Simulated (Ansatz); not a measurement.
Computed with Ansatz, DFT PBE, scalar-relativistic, plane waves, PAW. Settings: cutoff 420 eV, Γ-centred meshes spaced at most about 0.3 Å⁻¹, and about 0.25 Å⁻¹ or finer for metals (2π included), Gaussian smearing. No spin polarisation.

Temperature and zero-point effects are left out.

Two forms of Mg3O2 were relaxed alike.

A.

```xyz
5
Lattice="1.5289 0.8827 7.4630 -1.5289 0.8827 7.4630 0.0000 -1.7654 7.4630" Properties=species:S:1:pos:R:3 pbc="T T T"
Mg    0.0000    0.0000    4.9954
Mg    0.0000    0.0000   17.3938
Mg    0.0000    0.0000    0.0000
O     0.0000    0.0000   13.7100
O     0.0000    0.0000    8.6791
```

B.

```xyz
5
Lattice="3.0451 0.0000 0.0000 -1.5226 2.6372 0.0000 0.0000 0.0000 7.4851" Properties=species:S:1:pos:R:3 pbc="T T T"
Mg    1.5226    0.8791    2.4760
Mg    0.0000    1.7581    5.0091
Mg    0.0000    0.0000    0.0000
O     0.0000    1.7581    1.2183
O     1.5226    0.8791    6.2668
```

Problem. Which is lower in energy, and by how much?

Solution. A is lower, by 7 meV/atom. A has the anti-tetradymite type, space group R-3m (No. 166), 12.1 Å³/atom and no gap on its mesh; B has space group P-3m1 (No. 164), 12.0 Å³/atom and no gap. In A, Mg on a site of symmetry 3m is surrounded by 3 O at 2.16 Å; Mg on a site of symmetry -3m has 6 O at 2.14 Å; O has 6 Mg at 2.14–2.16 Å. In B, Mg on a site of symmetry 3m has 3 O at 2.16 Å; Mg on a site of symmetry -3m has 6 O at 2.14 Å; around O lie 6 Mg at 2.14–2.16 Å. Both come from invented guesses.

For metals, differences of a few meV/atom aren't resolved. Cells relaxed within their symmetry can be saddle points.

The two forms are practically degenerate, and the computed preference for A is too small to establish a ground state. This follows from their structures: both are built from the same Mg–O–Mg–O–Mg slabs, with nearly identical Mg–O distances, and differ mainly in how successive slabs are stacked. The strong ionic bonding within the slabs is therefore almost unchanged, leaving only the weaker contact between facing Mg layers to distinguish them.

The missing gap fits the composition. With Mg as a dication and oxygen as oxide, two electrons per formula unit are left over once the O 2p states are filled. These probably occupy Mg 3s/3p-derived states, perhaps concentrated between the facing Mg layers, which would give metal–metal bonding or electride-like character; a charge-density or orbital analysis would be needed to tell. Neither form is compared with MgO plus Mg metal, the expected products of decomposition, so the energy difference says nothing about whether Mg3O2 could be made.
